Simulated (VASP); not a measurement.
# W (Im-3m) in VASP: notebook

The runs below take W through single point, with LDA.

Program: VASP 6.6.1. These are calculated values, not measurements. Logs are shortened: lines on timing, memory, paths and dates and some standing lists are left out, and cuts for length are marked.

## Step 1: Starting point

The structure is cubic, space group Im-3m (No. 229). The conventional cell has a = 3.142 Å, b = 3.142 Å, c = 3.142 Å, α = 90.00°, β = 90.00°, γ = 90.00°. W (site symmetry m-3m) is surrounded by 8 W at 2.72 Å.

## Step 2: Single point, LDA

The input, INCAR:

```
ALGO     = Normal         # electronic algorithm
EDIFF    = 1E-7           # SCF threshold, eV
ENCUT    = 350            # plane-wave cutoff, eV
GGA      = CA             # functional
ISIF     = 2              # what is computed and relaxed
ISMEAR   = 0              # smearing method
LASPH    = True           # aspherical terms in the spheres
LCHARG   = False          # write CHGCAR
LREAL    = False          # projectors in reciprocal space
LWAVE    = False          # write WAVECAR
NBANDS   = 13             # bands
NELM     = 100            # most SCF steps
PREC     = Accurate       # precision mode
SIGMA    = 0.1            # smearing width, eV
```

The input, KPOINTS:

```
k-points
0
Gamma
  10 10 10
```

The input, POSCAR:

```
W                                       
1.0
   -1.5710724040      1.5710724040      1.5710724040
    1.5710724040     -1.5710724040      1.5710724040
    1.5710724040      1.5710724040     -1.5710724040
  W             
     1
Direct
     0.0000000000000000    0.0000000000000000    0.0000000000000000
```

Potentials or basis: VASP PAW LDA potentials, release 64 (W_sv).

The run is started by

```
cat potpaw_LDA.64/W_sv/POTCAR > POTCAR
mpirun -np 1 vasp_std > vasp.out
```

OUTCAR:

```text
EDIFF = 1E-7
   ENCUT = 350
   GGA = CA
   ISIF = 2
   ISMEAR = 0
   LASPH = True
   LREAL = False
   NELM = 100
   PREC = Accurate

 ion  position               nearest neighbor table
   1  0.000  0.000  0.000-

  LATTYP: Found a body centered cubic cell.
 ALAT       =     3.1421448080

  Lattice vectors:

 A1 = (  -1.5710724040,   1.5710724040,   1.5710724040)
 A2 = (   1.5710724040,  -1.5710724040,   1.5710724040)
 A3 = (   1.5710724040,   1.5710724040,  -1.5710724040)

Analysis of symmetry for initial positions (statically):
=====================================================================
 Subroutine PRICEL returns:
 Original cell was already a primitive cell.

 Routine SETGRP: Setting up the symmetry group for a
 body centered cubic supercell.

 Subroutine GETGRP returns: Found 48 space group operations
 (whereof 48 operations were pure point group operations)
 out of a pool of 48 trial point group operations.

The static configuration has the point symmetry O_h .

Analysis of symmetry for dynamics (positions and initial velocities):
=====================================================================
 Subroutine PRICEL returns:
 Original cell was already a primitive cell.

 Routine SETGRP: Setting up the symmetry group for a
 body centered cubic supercell.

 Subroutine GETGRP returns: Found 48 space group operations
 (whereof 48 operations were pure point group operations)
 out of a pool of 48 trial point group operations.

The dynamic configuration has the point symmetry O_h .

 Subroutine INISYM returns: Found 48 space group operations
 (whereof 48 operations are pure point group operations),
 and found     1 'primitive' translations

----------------------------------------------------------------------------------------

                                     Primitive cell

  volume of cell :      15.5113

  direct lattice vectors                    reciprocal lattice vectors
    -1.571072404  1.571072404  1.571072404     0.000000000  0.318253951  0.318253951
     1.571072404 -1.571072404  1.571072404     0.318253951  0.000000000  0.318253951
     1.571072404  1.571072404 -1.571072404     0.318253951  0.318253951  0.000000000

  length of vectors
     2.721177226  2.721177226  2.721177226     0.450079054  0.450079054  0.450079054

  position of ions in fractional coordinates (direct lattice)
     0.000000000  0.000000000  0.000000000

  ion indices of the primitive-cell ions
[... 83 lines left out ...]
   TEBEG  =    0.0;   TEEND  =   0.0 temperature during run
   PSTRESS=    0.0 pullay stress
   NELECT =      14.0000    total number of electrons
   NUPDOWN=      -1.0000    fix difference up-down
   EMIN   =  10.00;   EMAX   =-10.00  energy-range for DOS
   EFERMI =   0.00;   METHOD = LEGACY
   ISMEAR =     0;   SIGMA  =   0.10  broadening in eV -4-tet -1-fermi 0-gaus
   EFERMI_NEDOS =   21; number of points for ismear=-14 and -15
   IALGO  =     38    algorithm
   IMIX   =      4    mixing-type and parameters
     AMIX     =   0.40;   BMIX     =  1.00
     AMIX_MAG =   1.60;   BMIX_MAG =  1.00
  volume/ion in A,a.u.               =      15.51       104.68
  Fermi-wavevector in a.u.,A,eV,Ry     =   1.582103  2.989740 34.056044  2.503049
  Thomas-Fermi vector in A             =   2.682077
   LORBIT       =      0    0 simple, 1 ext, 2 COOP (PROOUT), +10 PAW based schemes
   GGA     = CA    functional components
   LHFCALC =     F    Hartree Fock is set to
   AEXX    =    0.0000 exact exchange contribution
   IVDW    =     0    specifies the selected vdW correction
   LEPSILON=     F    determine dielectric tensor
   LRPA    =     F    only Hartree local field effects (RPA)
 non-spin polarized calculation
 Gauss-broadening in eV      SIGMA  =   0.10
  energy-cutoff  :      350.00
  volume of cell :       15.51
 maximum number of plane-waves:       238
 NGX is ok and might be reduce to    18
   NGX =  9   NGY =  9   NGZ =  9

 number of electron      14.0000008 magnetization

 Free energy of the ion-electron system (eV)
  ---------------------------------------------------
  ext. energy  EPLUGINS =         0.00000000
  ---------------------------------------------------
  free energy    TOTEN  =       -14.09672902 eV

  energy without entropy =      -14.09443345  energy(sigma->0) =      -14.09558124

 E-fermi :  11.7547     XC(G=0): -13.9554

 val. band max:       11.6626661276   @ k =   0.5000   0.5000   0.2000
 cond. band min:      11.8304100529   @ k =   0.1000   0.1000   0.0000
 fundamental gap:      0.1677439253
 Fermi energy:        11.7547056568

 k-point     1 :       0.0000    0.0000    0.0000
  band No.  band energies     occupation
      1     -62.1071      2.00000
      2     -25.8790      2.00000
      3     -25.8790      2.00000
      4     -25.8790      2.00000
      5       1.9760      2.00000
      6      10.3249      2.00000
      7      10.3249      2.00000
      8      10.3249      2.00000
      9      13.8695      0.00000
     10      13.8695      0.00000
     11      26.2651      0.00000
     12      26.2651      0.00000
     13      26.2651      0.00000
[... 354 lines left out ...]
  band No.  band energies     occupation
      1     -61.9956      2.00000
      2     -26.8055      2.00000
      3     -26.2314      2.00000
      4     -25.9917      2.00000
      5       5.4125      2.00000
      6       9.0993      2.00000
      7       9.5223      2.00000
      8      12.4269      0.00000
      9      14.1402      0.00000
     10      14.9162      0.00000
     11      25.6097      0.00000
     12      28.3667      0.00000
     13      32.5233      0.00000

 [... further k-points ...]

------------------------ aborting loop because EDIFF is reached ----------------------------------------

  FORCE on cell =-STRESS in cart. coord.  units (eV):
  Direction    XX          YY          ZZ          XY          YZ          ZX
  --------------------------------------------------------------------------------------
  -------------------------------------------------------------------------------------
  Total       -0.0019421     -0.0019421     -0.0019421      0.0000000      0.0000000     -0.0000000
  in kB       -0.2006017     -0.2006017     -0.2006017      0.0000000      0.0000000     -0.0000000
  external PRESSURE =      -0.2006017 kB  Pullay stress =       0.0000000 kB

 VOLUME and BASIS-vectors are now :
 -----------------------------------------------------------------------------
  energy-cutoff  :      350.00
  volume of cell :       15.51
      direct lattice vectors                 reciprocal lattice vectors
    -1.571072404  1.571072404  1.571072404     0.000000000  0.318253951  0.318253951
     1.571072404 -1.571072404  1.571072404     0.318253951  0.000000000  0.318253951
     1.571072404  1.571072404 -1.571072404     0.318253951  0.318253951  0.000000000

 POSITION                                       TOTAL-FORCE (eV/Angst)
 -----------------------------------------------------------------------------------
      0.00000      0.00000      0.00000        -0.000000      0.000000      0.000000
 -----------------------------------------------------------------------------------
    total drift:                                0.000000      0.000000      0.000000

  FREE ENERGIE OF THE ION-ELECTRON SYSTEM (eV)
  ---------------------------------------------------
  free  energy   TOTEN  =       -14.0967290236 eV

  energy  without entropy=      -14.0944334494  energy(sigma->0) =      -14.09558124
```

stdout:

```text
POSCAR found type information on POSCAR W
 POSCAR found :  1 types and       1 ions
 scaLAPACK will be used
 LDA part: xc-table for (Slater(with rela. corr.)+CA(PZ))
 , standard interpolation
 POSCAR, INCAR and KPOINTS ok, starting setup
 FFT: planning ... GRIDC
 FFT: planning ... GRID_SOFT
 FFT: planning ... GRID
 WAVECAR not read
 entering main loop
```

Run time: 2.4 s. Hardware: 1 thread of Intel Xeon 6975P-C (Granite Rapids), shared host; peak memory 0.11 GiB.

Results:

| Item | Value |
| --- | --- |
| Free energy | -14.0967 eV |
| Pressure | 0.0 GPa |
| Band gap on the k mesh | none (metal or under the smearing width) |

Spin-orbit coupling is left out, which matters for the levels of W.

## Step 3: Single point, LDA (a relaxed cell with its volume scaled by 0.97)

INCAR is that of step 2.

KPOINTS is that of step 2.

The input, POSCAR:

```
W                                       
1.0
   -1.5552019007      1.5552019007      1.5552019007
    1.5552019007     -1.5552019007      1.5552019007
    1.5552019007      1.5552019007     -1.5552019007
  W             
     1
Direct
     0.0000000000000000    0.0000000000000000    0.0000000000000000
```

Potentials or basis: VASP PAW LDA potentials, release 64 (W_sv).

The run is started by

```
cat potpaw_LDA.64/W_sv/POTCAR > POTCAR
mpirun -np 1 vasp_std > vasp.out
```

OUTCAR:

```text
EDIFF = 1E-7
   ENCUT = 350
   GGA = CA
   ISIF = 2
   ISMEAR = 0
   LASPH = True
   LREAL = False
   NELM = 100
   PREC = Accurate

 ion  position               nearest neighbor table
   1  0.000  0.000  0.000-

  LATTYP: Found a body centered cubic cell.
 ALAT       =     3.1104038014

  Lattice vectors:

 A1 = (  -1.5552019007,   1.5552019007,   1.5552019007)
 A2 = (   1.5552019007,  -1.5552019007,   1.5552019007)
 A3 = (   1.5552019007,   1.5552019007,  -1.5552019007)

Analysis of symmetry for initial positions (statically):
=====================================================================
 Subroutine PRICEL returns:
 Original cell was already a primitive cell.

 Routine SETGRP: Setting up the symmetry group for a
 body centered cubic supercell.

 Subroutine GETGRP returns: Found 48 space group operations
 (whereof 48 operations were pure point group operations)
 out of a pool of 48 trial point group operations.

The static configuration has the point symmetry O_h .

Analysis of symmetry for dynamics (positions and initial velocities):
=====================================================================
 Subroutine PRICEL returns:
 Original cell was already a primitive cell.

 Routine SETGRP: Setting up the symmetry group for a
 body centered cubic supercell.

 Subroutine GETGRP returns: Found 48 space group operations
 (whereof 48 operations were pure point group operations)
 out of a pool of 48 trial point group operations.

The dynamic configuration has the point symmetry O_h .

 Subroutine INISYM returns: Found 48 space group operations
 (whereof 48 operations are pure point group operations),
 and found     1 'primitive' translations

----------------------------------------------------------------------------------------

                                     Primitive cell

  volume of cell :      15.0460

  direct lattice vectors                    reciprocal lattice vectors
    -1.555201901  1.555201901  1.555201901     0.000000000  0.321501665  0.321501665
     1.555201901 -1.555201901  1.555201901     0.321501665  0.000000000  0.321501665
     1.555201901  1.555201901 -1.555201901     0.321501665  0.321501665  0.000000000

  length of vectors
     2.693688708  2.693688708  2.693688708     0.454672015  0.454672015  0.454672015

  position of ions in fractional coordinates (direct lattice)
     0.000000000  0.000000000  0.000000000

  ion indices of the primitive-cell ions
   primitive index   ion index
                 1           1

----------------------------------------------------------------------------------------

 KPOINTS: k-points

Automatic generation of k-mesh.
 Grid dimensions read from file:
 generate k-points for:   10   10   10

 Generating k-lattice:

  Cartesian coordinates                     Fractional coordinates (reciprocal lattice)
     0.000000000  0.032150166  0.032150166     0.100000000  0.000000000  0.000000000
     0.032150166  0.000000000  0.032150166     0.000000000  0.100000000  0.000000000
     0.032150166  0.032150166  0.000000000     0.000000000  0.000000000  0.100000000

  Length of vectors
     0.045467201  0.045467201  0.045467201

  Shift w.r.t. Gamma in fractional coordinates (k-lattice)
     0.000000000  0.000000000  0.000000000

 Subroutine IBZKPT returns following result:
 ===========================================

 Found     47 irreducible k-points:

 Following reciprocal coordinates:
            Coordinates               Weight
  0.000000  0.000000  0.000000      1.000000
  0.100000  0.000000  0.000000     12.000000
  0.200000  0.000000  0.000000     12.000000
  0.300000  0.000000  0.000000     12.000000
  0.400000  0.000000  0.000000     12.000000
  0.500000  0.000000  0.000000      6.000000
[... 16 lines left out ...]
  0.300000  0.300000  0.100000      8.000000
 -0.300000  0.300000  0.100000     24.000000
 [... further k-points ...]
   k-points           NKPTS =     47   k-points in BZ     NKDIM =     47   number of bands    NBANDS=     13
   number of dos      NEDOS =    301   number of ions     NIONS =      1
   total plane-waves  NPLWV =   4096
   dimension x,y,z NGX =    16 NGY =   16 NGZ =   16
   dimension x,y,z NGXF=    32 NGYF=   32 NGZF=   32
   ions per type =               1
   NGX,Y,Z   is equivalent  to a cutoff of   9.87,  9.87,  9.87 a.u.
   NGXF,Y,Z  is equivalent  to a cutoff of  19.75, 19.75, 19.75 a.u.
 SYSTEM =  unknown system
   PREC   = accura    normal or accurate (medium, high low for compatibility)
   ISTART =      0    job   : 0-new  1-cont  2-samecut
   ICHARG =      2    charge: 1-file 2-atom 10-const
   ISPIN  =      1    spin polarized calculation?
   LNONCOLLINEAR =      F non collinear calculations
   LSORBIT =      F    spin-orbit coupling
   LASPH  =      T    aspherical Exc in radial PAW
   ENCUT  =  350.0 eV  25.72 Ry    5.07 a.u.   4.11  4.11  4.11*2*pi/ulx,y,z
   NELM   =    100;   NELMIN=  2; NELMDL= -5     # of ELM steps
   EDIFF  = 0.1E-06   stopping-criterion for ELM
   LREAL  =      F    real-space projection
   EDIFFG = 0.1E-05   stopping-criterion for IOM
   NSW    =      0    number of steps for IOM
   IBRION =     -1    ionic relax: 0-MD 1-quasi-New 2-CG
   NFREE  =      0    steps in history (QN), initial steepest desc. (CG)
   ISIF   =      2    stress and relaxation
   ISYM   =      2    0-nonsym 1-usesym 2-fastsym
   POTIM  = 0.5000    time-step for ionic-motion
   TEBEG  =    0.0;   TEEND  =   0.0 temperature during run
   PSTRESS=    0.0 pullay stress
   NELECT =      14.0000    total number of electrons
   NUPDOWN=      -1.0000    fix difference up-down
   EMIN   =  10.00;   EMAX   =-10.00  energy-range for DOS
   EFERMI =   0.00;   METHOD = LEGACY
   ISMEAR =     0;   SIGMA  =   0.10  broadening in eV -4-tet -1-fermi 0-gaus
   EFERMI_NEDOS =   21; number of points for ismear=-14 and -15
   IALGO  =     38    algorithm
   IMIX   =      4    mixing-type and parameters
     AMIX     =   0.40;   BMIX     =  1.00
     AMIX_MAG =   1.60;   BMIX_MAG =  1.00
  volume/ion in A,a.u.               =      15.05       101.54
  Fermi-wavevector in a.u.,A,eV,Ry     =   1.598248  3.020250 34.754660  2.554395
  Thomas-Fermi vector in A             =   2.695727
   LORBIT       =      0    0 simple, 1 ext, 2 COOP (PROOUT), +10 PAW based schemes
   GGA     = CA    functional components
   LHFCALC =     F    Hartree Fock is set to
   AEXX    =    0.0000 exact exchange contribution
   IVDW    =     0    specifies the selected vdW correction
   LEPSILON=     F    determine dielectric tensor
   LRPA    =     F    only Hartree local field effects (RPA)
 non-spin polarized calculation
 Gauss-broadening in eV      SIGMA  =   0.10
  energy-cutoff  :      350.00
  volume of cell :       15.05
 maximum number of plane-waves:       236
   NGX =  9   NGY =  9   NGZ =  9

 number of electron      14.0000013 magnetization

 Free energy of the ion-electron system (eV)
  ---------------------------------------------------
  ext. energy  EPLUGINS =         0.00000000
  ---------------------------------------------------
  free energy    TOTEN  =       -14.07977413 eV

  energy without entropy =      -14.07764600  energy(sigma->0) =      -14.07871006

 E-fermi :  12.2051     XC(G=0): -14.1288

 val. band max:       12.1142196284   @ k =   0.5000   0.5000   0.2000
 cond. band min:      12.2673530614   @ k =  -0.2000   0.2000   0.1000
 fundamental gap:      0.1531334330
 Fermi energy:        12.2051490063

 k-point     1 :       0.0000    0.0000    0.0000
  band No.  band energies     occupation
      1     -61.6179      2.00000
      2     -25.3365      2.00000
      3     -25.3364      2.00000
      4     -25.3364      2.00000
      5       2.2732      2.00000
      6      10.7263      2.00000
      7      10.7263      2.00000
      8      10.7263      2.00000
      9      14.4014      0.00000
     10      14.4014      0.00000
     11      26.7884      0.00000
     12      26.7884      0.00000
     13      26.7884      0.00000
[... 353 lines left out ...]
 k-point    24 :      -0.3000    0.3000    0.1000
  band No.  band energies     occupation
      1     -61.4906      2.00000
      2     -26.3609      2.00000
      3     -25.7238      2.00000
      4     -25.4617      2.00000
      5       5.7672      2.00000
      6       9.4478      2.00000
      7       9.9143      2.00000
      8      12.9066      0.00000
      9      14.6989      0.00000
     10      15.5198      0.00000
     11      26.2991      0.00000
     12      29.2370      0.00000
     13      33.3966      0.00000

 [... further k-points ...]

------------------------ aborting loop because EDIFF is reached ----------------------------------------

  FORCE on cell =-STRESS in cart. coord.  units (eV):
  Direction    XX          YY          ZZ          XY          YZ          ZX
  --------------------------------------------------------------------------------------
  -------------------------------------------------------------------------------------
  Total        1.0400016      1.0400016      1.0400016      0.0000000      0.0000000     -0.0000000
  in kB      110.7450383    110.7450383    110.7450383      0.0000000      0.0000000     -0.0000000
  external PRESSURE =     110.7450383 kB  Pullay stress =       0.0000000 kB

 VOLUME and BASIS-vectors are now :
 -----------------------------------------------------------------------------
  energy-cutoff  :      350.00
  volume of cell :       15.05
      direct lattice vectors                 reciprocal lattice vectors
    -1.555201901  1.555201901  1.555201901     0.000000000  0.321501665  0.321501665
     1.555201901 -1.555201901  1.555201901     0.321501665  0.000000000  0.321501665
     1.555201901  1.555201901 -1.555201901     0.321501665  0.321501665  0.000000000

 POSITION                                       TOTAL-FORCE (eV/Angst)
 -----------------------------------------------------------------------------------
      0.00000      0.00000      0.00000         0.000000     -0.000000     -0.000000
 -----------------------------------------------------------------------------------
    total drift:                                0.000000      0.000000      0.000000

  FREE ENERGIE OF THE ION-ELECTRON SYSTEM (eV)
  ---------------------------------------------------
  free  energy   TOTEN  =       -14.0797741290 eV

  energy  without entropy=      -14.0776459996  energy(sigma->0) =      -14.07871006
```

It took 1.6 s on 1 thread of Intel Xeon 6975P-C (Granite Rapids), shared host; peak memory 0.11 GiB.

What came out:

```
Free energy            : -14.0798 eV
Pressure               : 11.1 GPa
Band gap on the k mesh : none (metal or under the smearing width)
```

(Continued in part 2 of 2.)
